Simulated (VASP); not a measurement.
Consider the following.

```
CELL_PARAMETERS angstrom
      0.00000     3.01000     3.01000
      3.01000     0.00000     3.01000
      3.01000     3.01000     0.00000
ATOMIC_POSITIONS crystal
  Li 0.00000 0.00000 0.00000
  I  0.50000 0.50000 0.50000
```

Level of theory: PBE GGA, VASP's PBE PAW potentials (set 64) (plane waves; VASP 6.6.1). Run with PREC = Normal, EDIFF = 1E-5, 450 eV cut-off, 9×9×9 Γ-centred mesh, Gaussian smearing of 0.050 eV, potentials Li_sv I.

**Question.** Predict the energy per atom (σ→0).

**Answer.** 
```yaml
energy per atom (σ→0): -2.920 eV/atom
```

The absolute energy has meaning only against runs of the same code, potentials and settings.

The compound is LiI in the rock salt structure. The cell was not relaxed at this level.
